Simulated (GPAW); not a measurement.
# Ni (Fm-3m) in GPAW: reference runs

How does Ni come out in PBEsol? The cell is run as given and disturbed.

All numbers are computed with GPAW 26.7.0; they aren't measurements. Logs are shortened: lines on timing, memory, paths and dates and some standing lists are left out, and cuts for length are marked. The log counts tension as positive stress, the text compression.

**1. The crystal as given**

It takes space group Fm-3m (No. 225, cubic). The conventional cell has a = 3.475 Å, b = 3.475 Å, c = 3.475 Å, α = 90.00°, β = 90.00°, γ = 90.00°. Around Ni (site symmetry m-3m) lie 12 Ni at 2.46 Å.

**2. Single point, PBEsol, collinear spin, ferromagnetic start**

Input file run.py:

```python
from ase import Atoms
from ase.dft.bandgap import bandgap
from ase.io import write
from ase.units import GPa
from gpaw import GPAW, PW, setup_paths

setup_paths.insert(0, '.')

atoms = Atoms(['Ni'],
              cell=[[0.0, 1.737572933, 1.737572933],
                    [1.737572933, 0.0, 1.737572933],
                    [1.737572933, 1.737572933, 0.0]],
              scaled_positions=[[0.0, 0.0, 0.0]],
              pbc=True)
atoms.set_initial_magnetic_moments([1.0])

calc = GPAW(mode=PW(600),
            xc='PBEsol',
            kpts={'size': (13, 13, 13), 'gamma': True},
            occupations={'name': 'fermi-dirac', 'width': 0.05},
            nbands=17,
            convergence={'density': 1e-05, 'energy': 1e-05},
            maxiter=150,
            txt='gpaw.txt')
atoms.calc = calc
energy = atoms.get_potential_energy()
forces = atoms.get_forces()
stress = atoms.get_stress()
calc.write('gs.gpw')
write('result.traj', atoms)
print(f'Energy: {energy:.6f} eV')
print('Forces (eV/A):')
print(forces.round(4))
print('Stress (GPa):', (stress / GPa).round(3))
print('Moments:', calc.get_magnetic_moments().round(3))
print('Fermi level:', round(calc.get_fermi_level(), 4), 'eV')
print(f'Gap: {bandgap(calc)[0]:.4f} eV, direct: {bandgap(calc, direct=True)[0]:.4f} eV')
```

Potentials or basis: PAW data sets generated in the run's folder for this functional, pw.

Run with:

```sh
$ gpaw-setup -f PBEsol Ni
$ OMP_NUM_THREADS=1 python run.py
```

gpaw.txt:

```text
__  _  _
 | _ |_)|_||  |
 |__||  | ||/\| - 26.7.0

Input parameters:
  mode=PW(ecut=600.0),
  convergence={'density': 1e-05, 'energy': 1e-05},
  kpts=MonkhorstPack(size=(13, 13, 13), gamma=True),
  maxiter=150,
  nbands=17,
  occupations=Occupations(name='fermi-dirac', width=0.05),
  xc=XC(name='PBEsol')

Diagonalizing LCAO Hamiltonian
Converting LCAO to pw mode

       Ni

Atoms  # Å, Bohr magnetons
|   | symbol |        x |        y |        z |    initial magnetic moments |
|---|--------|----------|----------|----------|-----------------------------|
| 0 |     Ni | 0.000000 | 0.000000 | 0.000000 | ( 0.0000,  0.0000,  1.0000) |

Unit cell  # Å
| periodic |        x |        y |        z |  lengths |    angles |
|----------|----------|----------|----------|----------|-----------|
|      yes | 0.000000 | 1.737573 | 1.737573 | 2.457299 | 60.000000 |
|      yes | 1.737573 | 0.000000 | 1.737573 | 2.457299 | 60.000000 |
|      yes | 1.737573 | 1.737573 | 0.000000 | 2.457299 | 60.000000 |

Number of symmetries: 48
Symmetry operations  # r_c * U_cc + t_c -> r_c
|    | kind |            matrix            |
|----|------|------------------------------|
|  0 |  σ   |  1, 0, 0,  1, 0,-1,  1,-1, 0 |
|  1 |  C2  |  1, 0, 0,  1,-1, 0,  1, 0,-1 |
|  2 |  E   |  1, 0, 0,  0, 1, 0,  0, 0, 1 |
|  3 |  σ   |  1, 0, 0,  0, 0, 1,  0, 1, 0 |
|  4 |  C4  |  1, 0,-1,  1, 0, 0,  1,-1, 0 |
|  5 |  S6  |  1, 0,-1,  1,-1, 0,  1, 0, 0 |
|  6 |  σ   |  1, 0,-1,  0, 1,-1,  0, 0,-1 |
|  7 |  C3  |  1, 0,-1,  0, 0,-1,  0, 1,-1 |
|  8 |  S6  |  1,-1, 0,  1, 0, 0,  1, 0,-1 |
|  9 |  C4  |  1,-1, 0,  1, 0,-1,  1, 0, 0 |
| 10 |  C3  |  1,-1, 0,  0,-1, 1,  0,-1, 0 |
| 11 |  σ   |  1,-1, 0,  0,-1, 0,  0,-1, 1 |
| 12 |  σ   |  0, 1, 0,  1, 0, 0,  0, 0, 1 |
| 13 |  C4  |  0, 1, 0,  0, 1,-1, -1, 1, 0 |
| 14 |  C3  |  0, 1, 0,  0, 0, 1,  1, 0, 0 |
| 15 |  S6  |  0, 1, 0, -1, 1, 0,  0, 1,-1 |
| 16 |  C2  |  0, 1,-1,  1, 0,-1,  0, 0,-1 |
| 17 |  σ   |  0, 1,-1,  0, 1, 0, -1, 1, 0 |
| 18 |  S4  |  0, 1,-1,  0, 0,-1,  1, 0,-1 |
| 19 |  C4  |  0, 1,-1, -1, 1, 0,  0, 1, 0 |
| 20 |  C3  |  0, 0, 1,  1, 0, 0,  0, 1, 0 |
| 21 |  σ   |  0, 0, 1,  0, 1, 0,  1, 0, 0 |
| 22 |  S6  |  0, 0, 1,  0,-1, 1, -1, 0, 1 |
| 23 |  C4  |  0, 0, 1, -1, 0, 1,  0,-1, 1 |
| 24 |  S4  |  0, 0,-1,  1, 0,-1,  0, 1,-1 |
| 25 |  C3  |  0, 0,-1,  0, 1,-1,  1, 0,-1 |
| 26 |  C2  |  0, 0,-1,  0,-1, 0, -1, 0, 0 |
| 27 |  S6  |  0, 0,-1, -1, 0, 0,  0,-1, 0 |
| 28 |  S4  |  0,-1, 1,  1,-1, 0,  0,-1, 0 |
| 29 |  C4  |  0,-1, 1,  0, 0, 1, -1, 0, 1 |
| 30 |  C2  |  0,-1, 1,  0,-1, 0,  1,-1, 0 |
| 31 |  σ   |  0,-1, 1, -1, 0, 1,  0, 0, 1 |
| 32 |  C3  |  0,-1, 0,  1,-1, 0,  0,-1, 1 |
| 33 |  S6  |  0,-1, 0,  0, 0,-1, -1, 0, 0 |
| 34 |  S4  |  0,-1, 0,  0,-1, 1,  1,-1, 0 |
| 35 |  C2  |  0,-1, 0, -1, 0, 0,  0, 0,-1 |
| 36 |  C2  | -1, 1, 0,  0, 1, 0,  0, 1,-1 |
| 37 |  S6  | -1, 1, 0,  0, 1,-1,  0, 1, 0 |
| 38 |  S4  | -1, 1, 0, -1, 0, 1, -1, 0, 0 |
| 39 |  C3  | -1, 1, 0, -1, 0, 0, -1, 0, 1 |
| 40 |  S6  | -1, 0, 1,  0, 0, 1,  0,-1, 1 |
| 41 |  C2  | -1, 0, 1,  0,-1, 1,  0, 0, 1 |
| 42 |  C3  | -1, 0, 1, -1, 1, 0, -1, 0, 0 |
| 43 |  S4  | -1, 0, 1, -1, 0, 0, -1, 1, 0 |
| 44 |  C2  | -1, 0, 0,  0, 0,-1,  0,-1, 0 |
| 45 |  i   | -1, 0, 0,  0,-1, 0,  0, 0,-1 |
| 46 |  σ   | -1, 0, 0, -1, 1, 0, -1, 0, 1 |
| 47 |  C2  | -1, 0, 0, -1, 0, 1, -1, 1, 0 |

BZ-sampling:
  Number of BZ points: 2197
  Number of IBZ points: 84

  Monkhorst-Pack size: [13, 13, 13]
  Monkhorst-Pack shift: [0, 0, 0]

K-points  # in reciprocal-cell coordinates
|     |                                coordinates |     weight |
|-----|--------------------------------------------|------------|
|   0 | (  0.00000000,   0.00000000,   0.00000000) | 0.00045517 |
|   1 | (  0.07692308,   0.07692308,   0.00000000) | 0.00273100 |
|   2 | (  0.07692308,   0.07692308,   0.07692308) | 0.00364133 |
|   3 | (  0.15384615,   0.07692308,   0.07692308) | 0.00546199 |
|   4 | (  0.15384615,   0.15384615,   0.00000000) | 0.00273100 |
|   5 | (  0.15384615,   0.15384615,   0.07692308) | 0.01092399 |
|   6 | (  0.15384615,   0.15384615,   0.15384615) | 0.00364133 |
|   7 | (  0.23076923,   0.15384615,   0.07692308) | 0.01092399 |
|   8 | (  0.23076923,   0.15384615,   0.15384615) | 0.01092399 |
|   9 | (  0.23076923,   0.23076923,   0.00000000) | 0.00273100 |
| ... |                                            |            |
|  83 | (  0.46153846,   0.46153846,   0.46153846) | 0.00364133 |

Plane wave coefficients: 365
Cutoff: 600.0 eV

Spin-components: 2 (collinear spins)
Bands:           17
Projectors:      6
Spin-degeneracy: 1
Datatype:        complex128

Parallelization:
  kpt:    1
  domain: 1
  band:   1

Density:
  Valence electrons: 16.0
  Components: 2
  Grid points: [14 14 14]
  Charge: 0.0  # |e|

Potential:
  Grid points: [14 14 14]

species:
  Ni:
    name:    Nickel
    Z:       28.0
    valence: 16
    core:    12
    charge:  0.0  # [|e|]
    compensation charges:
      type: gauss
      rc: 0.36  # [Å]
      lmax: 2
    cutoffs:
      filter: 2.14  # [Å]
      core: 1.98  # [Å]
    projectors
    | kind |    occ | energy [eV] | rcut [Å] |
    |------|--------|-------------|----------|
    |   4s |  2.000 |      -5.661 |    1.164 |
    |   3p |  6.000 |     -71.261 |    1.207 |
    |   4p |  0.000 |      -1.193 |    1.207 |
    |   3d |  8.000 |      -8.901 |    1.138 |
    |    s |        |      21.550 |    1.164 |
    |    d |        |      18.310 |    1.138 |

    Using partial waves for Ni as LCAO basis

Reference energy: -41332.588830  # eV

eigensolver:
  PPCG
  Converge bands: occupied
  niter=2

density mixing:
  MSR1-Mixer
  Pratt-step length: 0.05
  Maximum mixing coefficient: 0.75
  Old densities: 10
  SVD Regularization: 0.005
  Good broyden scale: 1.0
  Trust region scale: 1.0
  Backstep threshold: 4.0
  History deletion threshold: 6.0
  Fourier metric: weight=20.0, sigma=0.015

occupation numbers:
  Fermi-Dirac:
    width: 0.0500  # eV

poisson solver:
  ecut: 4800.0  # eV

xc functional:
  name: PBEsol with 2 nearest neighbor stencil

convergence criteria:
- Maximum integral of absolute [dens]ity change: 1e-05 electrons / valence electron
- Maximum [total energy] change in last 3 cyles: 1e-05 eV / valence electron
- Maximum integral of absolute [eigenst]ate change: 4e-08 eV^2 / valence electron
maximum number of iterations: 150

SCF iterations
|iter     | |      energy | eigst |  dens |  magmom |
|---------|-|-------------|-------|-------|---------|
|iter:   1| |   -7.817901 | -0.01 |       |  +1.0008|
|iter:   2| |   -7.829435 | -2.97 | -1.49 |  +0.9844|
|iter:   3| |   -7.943654 | -2.56 | -1.51 |  +0.7370|
|iter:   4| |   -7.952642 | -2.94 | -1.91 |  +0.5908|
|iter:   5| |   -7.950302 | -3.87 | -2.07 |  +0.6355|
|iter:   6| |   -7.950312 | -6.79 | -3.36 |  +0.6340|
|iter:   7| |   -7.950326c| -7.04 | -3.62 |  +0.6324|
|iter:   8| |   -7.950327c| -7.83c| -4.40 |  +0.6323|
|iter:   9| |   -7.950329c| -8.13c| -4.67 |  +0.6323|
|iter:  10| |   -7.950329c| -8.41c| -5.00 |  +0.6323|
|iter:  11| |   -7.950329c| -8.08c| -5.25c|  +0.6323|

Converged in 11 steps
Energy contributions relative to reference atoms: (reference = -41332.588830)

Energy contributions:
  Kinetic:           5.501920
  Coulomb:          -3.568986
  Zero:              0.072187
  External:          0.000000
  Xc:               -9.949245
  Entropy:          -0.012409
  Spinorbit:         0.000000
  ----------------------------
  Free energy:      -7.956533
  Extrapolated:     -7.950329

dipole moment: (-7.149329, -7.149329, -7.149329)  # |e|*Ang

Total magnetic moment: (0.000000, 0.000000, 0.632269)

Local magnetic moments
|        x |        y |        z |
|----------|----------|----------|
| 0.000000 | 0.000000 | 0.664407 |  # Ni   0

Fermi level: 8.875
Eigenvalues  # (at kpt = [0.000, 0.000, 0.000])
| band index |      eig [eV] | occ [0-1] |      eig [eV] | occ [0-1] |
|------------|---------------|-----------|---------------|-----------|
|          0 |       -54.991 |     1.000 |       -54.176 |     1.000 |
|          1 |       -54.991 |     1.000 |       -54.176 |     1.000 |
|          2 |       -54.991 |     1.000 |       -54.176 |     1.000 |
|          3 |        -0.632 |     1.000 |        -0.643 |     1.000 |
|          4 |         6.281 |     1.000 |         7.018 |     1.000 |
|          5 |         6.281 |     1.000 |         7.018 |     1.000 |
|          6 |         6.281 |     1.000 |         7.018 |     1.000 |
|          7 |         7.543 |     1.000 |         8.170 |     1.000 |
|          8 |         7.543 |     1.000 |         8.170 |     1.000 |
|          9 |        32.796 |     0.000 |        32.663 |     0.000 |
|         10 |        36.688 |     0.000 |        36.688 |     0.000 |
|         11 |        36.688 |     0.000 |        36.688 |     0.000 |
|         12 |        36.688 |     0.000 |        36.688 |     0.000 |
|         13 |        39.387 |     0.000 |        39.548 |     0.000 |
|         14 |        39.387 |     0.000 |        39.548 |     0.000 |
|         15 |        39.387 |     0.000 |        39.548 |     0.000 |
|         16 |        42.773 |     0.000 |        42.661 |     0.000 |

No gap
No difference between direct/indirect transitions

Forces  # eV/Ang
|       x |       y |        z |
|---------|---------|----------|
| 0.00000 | 0.00000 | -0.00000 |  # Ni   0

Stress tensor  # eV/Ang^3
|         x |         y |         z |
|-----------|-----------|-----------|
| -0.003952 |  0.000000 |  0.000000 |
|  0.000000 | -0.003952 | -0.000000 |
|  0.000000 | -0.000000 | -0.003952 |

# Writing to gs.gpw (mode='')
```

It took 25 s on 1 thread of Arm Neoverse V1, shared host; peak memory 0.14 GiB.

Results:

- Free energy: -7.9565 eV
- Pressure: 0.6 GPa
- Band gap on the k mesh: none (metal or under the smearing width)
- Net moment: 0.63 μB per cell
- Site moments: Ni +0.66 μB

Levels at points of the mesh, in eV from the Fermi level:
Spin up:
```
           k point  band 5  band 6  band 7  band 8  band 9  band 10  band 11  band 12
(0.00, 0.00, 0.00)   -2.59   -2.59   -2.59   -1.33   -1.33    23.92    27.81    27.81
```
Spin down:
| k point | band 4 | band 5 | band 6 | band 7 | band 8 | band 9 | band 10 | band 11 | band 12 | band 13 |
| --- | --- | --- | --- | --- | --- | --- | --- | --- | --- | --- |
| (0.00, 0.00, 0.00) | -9.52 | -1.86 | -1.86 | -1.86 | -0.71 | -0.71 | 23.79 | 27.81 | 27.81 | 27.81 |

Caveat: the stock nickel data set gives pressures a few GPa off other programs.

**3. Single point, PBEsol, collinear spin, ferromagnetic start (cell strained at random at fixed volume)**

Changes to run.py since step 2:

```diff
@@ -9,6 +9,6 @@
 atoms = Atoms(['Ni'],
-              cell=[[0.0, 1.737572933, 1.737572933],
-                    [1.737572933, 0.0, 1.737572933],
-                    [1.737572933, 1.737572933, 0.0]],
-              scaled_positions=[[0.0, 0.0, 0.0]],
+              cell=[[0.01655, 1.757251, 1.768239],
+                    [1.719118, 0.016332, 1.768457],
+                    [1.714474, 1.752825, 0.020976]],
+              scaled_positions=[[0.006509, 0.01144, -0.032895]],
               pbc=True)
```

Potentials or basis: PAW data sets generated in the run's folder for this functional, pw.

Run with:

```sh
$ gpaw-setup -f PBEsol Ni
$ OMP_NUM_THREADS=1 python run.py
```

gpaw.txt:

```text
__  _  _
 | _ |_)|_||  |
 |__||  | ||/\| - 26.7.0

Input parameters:
  mode=PW(ecut=600.0),
  convergence={'density': 1e-05, 'energy': 1e-05},
  kpts=MonkhorstPack(size=(13, 13, 13), gamma=True),
  maxiter=150,
  nbands=17,
  occupations=Occupations(name='fermi-dirac', width=0.05),
  xc=XC(name='PBEsol')

Diagonalizing LCAO Hamiltonian
Converting LCAO to pw mode

       Ni

Atoms  # Å, Bohr magnetons
|   | symbol |         x |         y |        z |    initial magnetic moments |
|---|--------|-----------|-----------|----------|-----------------------------|
| 0 |     Ni | -0.036623 | -0.046034 | 0.031051 | ( 0.0000,  0.0000,  1.0000) |

Unit cell  # Å
| periodic |        x |        y |        z |  lengths |    angles |
|----------|----------|----------|----------|----------|-----------|
|      yes | 0.016550 | 1.757251 | 1.768239 | 2.492965 | 60.116718 |
|      yes | 1.719118 | 0.016332 | 1.768457 | 2.466389 | 59.029170 |
|      yes | 1.714474 | 1.752825 | 0.020976 | 2.451990 | 58.810307 |

Number of symmetries: 1
Symmetry operations  # r_c * U_cc + t_c -> r_c
|   | kind |            matrix            |
|---|------|------------------------------|
| 0 |  E   |  1, 0, 0,  0, 1, 0,  0, 0, 1 |

BZ-sampling:
  Number of BZ points: 2197
  Number of IBZ points: 1099

  Monkhorst-Pack size: [13, 13, 13]
  Monkhorst-Pack shift: [0, 0, 0]

K-points  # in reciprocal-cell coordinates
|      |                                coordinates |     weight |
|------|--------------------------------------------|------------|
|    0 | (  0.00000000,   0.00000000,   0.00000000) | 0.00045517 |
|    1 | (  0.00000000,   0.00000000,   0.07692308) | 0.00091033 |
|    2 | (  0.00000000,   0.00000000,   0.15384615) | 0.00091033 |
|    3 | (  0.00000000,   0.00000000,   0.23076923) | 0.00091033 |
|    4 | (  0.00000000,   0.00000000,   0.30769231) | 0.00091033 |
|    5 | (  0.00000000,   0.00000000,   0.38461538) | 0.00091033 |
|    6 | (  0.00000000,   0.00000000,   0.46153846) | 0.00091033 |
|    7 | (  0.00000000,   0.07692308,  -0.46153846) | 0.00091033 |
|    8 | (  0.00000000,   0.07692308,  -0.38461538) | 0.00091033 |
|    9 | (  0.00000000,   0.07692308,  -0.30769231) | 0.00091033 |
|  ... |                                            |            |
| 1098 | (  0.46153846,   0.46153846,   0.46153846) | 0.00091033 |

Plane wave coefficients: 360
Cutoff: 600.0 eV

Spin-components: 2 (collinear spins)
Bands:           17
Projectors:      6
Spin-degeneracy: 1
Datatype:        complex128

Parallelization:
  kpt:    1
  domain: 1
  band:   1

Density:
  Valence electrons: 16.0
  Components: 2
  Grid points: [15 14 14]
  Charge: 0.0  # |e|

Potential:
  Grid points: [15 14 14]

species:
  Ni:
    name:    Nickel
    Z:       28.0
    valence: 16
    core:    12
    charge:  0.0  # [|e|]
    compensation charges:
      type: gauss
      rc: 0.36  # [Å]
      lmax: 2
    cutoffs:
      filter: 2.14  # [Å]
      core: 1.98  # [Å]
    projectors
    | kind |    occ | energy [eV] | rcut [Å] |
    |------|--------|-------------|----------|
    |   4s |  2.000 |      -5.661 |    1.164 |
    |   3p |  6.000 |     -71.261 |    1.207 |
    |   4p |  0.000 |      -1.193 |    1.207 |
    |   3d |  8.000 |      -8.901 |    1.138 |
    |    s |        |      21.550 |    1.164 |
    |    d |        |      18.310 |    1.138 |

    Using partial waves for Ni as LCAO basis

Reference energy: -41332.588830  # eV

eigensolver:
  PPCG
  Converge bands: occupied
  niter=2

density mixing:
  MSR1-Mixer
  Pratt-step length: 0.05
  Maximum mixing coefficient: 0.75
  Old densities: 10
  SVD Regularization: 0.005
  Good broyden scale: 1.0
  Trust region scale: 1.0
  Backstep threshold: 4.0
  History deletion threshold: 6.0
  Fourier metric: weight=20.0, sigma=0.015

occupation numbers:
  Fermi-Dirac:
    width: 0.0500  # eV

poisson solver:
  ecut: 4800.0  # eV

xc functional:
  name: PBEsol with 2 nearest neighbor stencil

convergence criteria:
- Maximum integral of absolute [dens]ity change: 1e-05 electrons / valence electron
- Maximum [total energy] change in last 3 cyles: 1e-05 eV / valence electron
- Maximum integral of absolute [eigenst]ate change: 4e-08 eV^2 / valence electron
maximum number of iterations: 150

SCF iterations
|iter     | |      energy | eigst |  dens |  magmom |
|---------|-|-------------|-------|-------|---------|
|iter:   1| |   -7.814390 | -0.01 |       |  +1.0008|
|iter:   2| |   -7.825890 | -2.98 | -1.49 |  +0.9845|
|iter:   3| |   -7.940034 | -2.56 | -1.51 |  +0.7381|
|iter:   4| |   -7.949058 | -2.93 | -1.90 |  +0.5869|
|iter:   5| |   -7.946822 | -3.85 | -2.05 |  +0.6336|
|iter:   6| |   -7.946833 | -6.56 | -3.36 |  +0.6321|
|iter:   7| |   -7.946846c| -6.98 | -3.63 |  +0.6302|
|iter:   8| |   -7.946848c| -7.76c| -4.43 |  +0.6302|
|iter:   9| |   -7.946849c| -8.72c| -4.70 |  +0.6302|
|iter:  10| |   -7.946849c| -9.30c| -5.28c|  +0.6302|

Converged in 10 steps
Energy contributions relative to reference atoms: (reference = -41332.588830)

Energy contributions:
  Kinetic:           5.541008
  Coulomb:          -3.598373
  Zero:              0.072128
  External:          0.000000
  Xc:               -9.955423
  Entropy:          -0.012378
  Spinorbit:         0.000000
  ----------------------------
  Free energy:      -7.953038
  Extrapolated:     -7.946849

dipole moment: (-0.207475, -0.248894, -7.092783)  # |e|*Ang

Total magnetic moment: (0.000000, 0.000000, 0.630205)

Local magnetic moments
|        x |        y |        z |
|----------|----------|----------|
| 0.000000 | 0.000000 | 0.662456 |  # Ni   0

Fermi level: 8.874
Eigenvalues  # (at kpt = [0.000, 0.000, 0.000])
| band index |      eig [eV] | occ [0-1] |      eig [eV] | occ [0-1] |
|------------|---------------|-----------|---------------|-----------|
|          0 |       -54.999 |     1.000 |       -54.182 |     1.000 |
|          1 |       -54.989 |     1.000 |       -54.176 |     1.000 |
|          2 |       -54.975 |     1.000 |       -54.167 |     1.000 |
|          3 |        -0.632 |     1.000 |        -0.643 |     1.000 |
|          4 |         6.176 |     1.000 |         6.910 |     1.000 |
|          5 |         6.274 |     1.000 |         7.012 |     1.000 |
[... 9 lines left out ...]
|         15 |        39.729 |     0.000 |        39.891 |     0.000 |
|         16 |        42.763 |     0.000 |        42.653 |     0.000 |

No gap
No difference between direct/indirect transitions

Forces  # eV/Ang
|       x |        y |       z |
|---------|----------|---------|
| 0.00000 | -0.00000 | 0.00000 |  # Ni   0

Stress tensor  # eV/Ang^3
|         x |         y |        z |
|-----------|-----------|----------|
| -0.017506 |  0.007141 | 0.012161 |
|  0.007141 | -0.001234 | 0.010144 |
|  0.012161 |  0.010144 | 0.004850 |

# Writing to gs.gpw (mode='')
```

stdout:

```text
Energy: -7.946849 eV
Forces (eV/A):
[[ 0. -0.  0.]]
Stress (GPa): [-2.805 -0.198  0.777  1.625  1.948  1.144]
Moments: [0.662]
Fermi level: 8.8743 eV
Gap: 0.0000 eV, direct: 0.0000 eV
```

Wall time 4.6 min (1 thread of Arm Neoverse V1, shared host); peak memory 0.43 GiB.

Results:

| Property | Result |
| --- | --- |
| Free energy | -7.9530 eV |
| Pressure | 0.7 GPa |
| Band gap on the k mesh | none (metal or under the smearing width) |
| Net moment | 0.63 μB per cell |
| Site moments | Ni +0.66 μB |

Caveat: the stock nickel data set gives pressures a few GPa off other programs.
